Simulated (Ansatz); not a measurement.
## Ta: stiffness from a series of strains

```yaml
crystal:
  lattice:
    - [0.00000, 2.11000, 2.11000]
    - [2.11000, 0.00000, 2.11000]
    - [2.11000, 2.11000, 0.00000]
  atoms:
    - { symbol: Ta, position: [0.00000, 0.00000, 0.00000] }
```

The cell is COD entry 1534932, as deposited and not checked against the literature; nothing was relaxed.

No spin–orbit coupling, which matters for the heavy atoms here.

Computed with Ansatz 0.2.0, DFT, PBE, all-electron LAPW, scalar-relativistic.

Sampling and basis: a Γ-centred 15×15×15 k mesh, Fermi–Dirac smearing of 0.08 eV, basis error target 0.5 meV/atom, no spin polarisation.

The strain is applied along the Cartesian axes of the cell as listed (the other components stay zero). Fractional coordinates are held (clamped ions).

σ is the change of stress from the unstrained cell, which is at 0.57 GPa; tension is positive, so slopes are stress–strain coefficients at that pressure. In a metal the k mesh adds noise.

Only quantities that a quadratic follows smoothly over the whole series are listed; rougher ones are left out.

```csv
εzz,σzz (GPa),σxx (GPa)
-0.0300,-2.43,-7.70
-0.0200,-1.75,-4.98
-0.0100,-0.94,-2.42
0.0000,0.00,0.00
0.0100,1.03,2.29
0.0300,3.29,6.54
```

Task: Fit the series and read off the stiffness at zero strain.

Result: Least-squares fits y = p0 + p1 x + p2 x² to the rows give σzz (GPa): p1 = 95.8, p2 = 480; σxx (GPa): p1 = 237, p2 = -640. So C11 = 96 GPa and C12 = 237 GPa, which gives B = (C11 + 2 C12)/3 = 190 GPa.

Task: One run, at εzz = 0.0200, is withheld. Predict its row.

Result: The fits give 2.10, 4.49; the run gave 2.13, 4.47.
